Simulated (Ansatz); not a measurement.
# Te2Mo under changes of volume

One of the cells (24.965 Å³/atom); the others are scaled copies at fixed shape and fractional positions:

```
Te Mo
1.0
     3.51820    0.00000    0.00000
    -1.75910    3.04685    0.00000
     0.00000    0.00000   13.97360
Te Mo
4 2
Direct
  0.66667 0.33333 0.37900
  0.33333 0.66667 0.87900
  0.66667 0.33333 0.12100
  0.33333 0.66667 0.62100
  0.66667 0.33333 0.75000
  0.33333 0.66667 0.25000
```

* Program: Ansatz 0.2.0
* Functional: r2SCAN
* Dispersion: D4
* Potentials or basis: Ansatz PAW
* Cutoff: 500 eV (not typed: the program's choice for these potentials)
* k mesh: 9 × 9 × 2
* Occupations: fermi-dirac, width 0.05 eV
* Spin: no spin polarisation

```tsv
volume (Å³/atom)	energy over the lowest point (meV/atom)	pressure (GPa)	gap on the mesh (eV)	largest force (eV/Å)
23.467	44.71	8.7	0.86	0.870
23.966	?	?	?	?
24.466	7.45	3.4	0.88	0.216
24.965	0.40	1.2	0.89	0.073
25.464	0.00	-0.9	0.90	0.340
25.963	5.57	-2.7	0.91	0.587
26.463	16.49	-4.3	0.91	0.814
```

Question: What does the run at 23.966 Å³/atom give?

Answer: Energy over the lowest point 21.94 meV/atom; pressure 5.9 GPa; gap on the mesh 0.87 eV; largest force 0.530 eV/Å.

Worked out: A Birch-Murnaghan fit of order 3 (a polynomial in V^(-2/3)) to the other rows has its minimum at 25.24 Å³/atom with B0 = V·E''(V) = 101 GPa and B' = 4.5 at fixed shape and positions, which overstates the stiffness. It gives 21.95 meV/atom at 23.966 Å³/atom, against the run's 21.94, and -dE/dV = 5.9 GPa, against 5.9. A straight line through the other rows of the gap, of slope 0.443 eV per unit of ln V, gives 0.87 eV, against the run's 0.87.

Energies are extrapolated to zero smearing.

Caveats: odd divisions of the mesh miss points on the zone boundary, where band edges often lie, so the gap on the mesh can be too wide; spin-orbit coupling is left out, which moves the levels of the heavy elements; the PAW data sets come from PBE, with cores solved anew for the run's functional, which leaves a small shift of forces and pressure.

A mesh can miss the band edges.
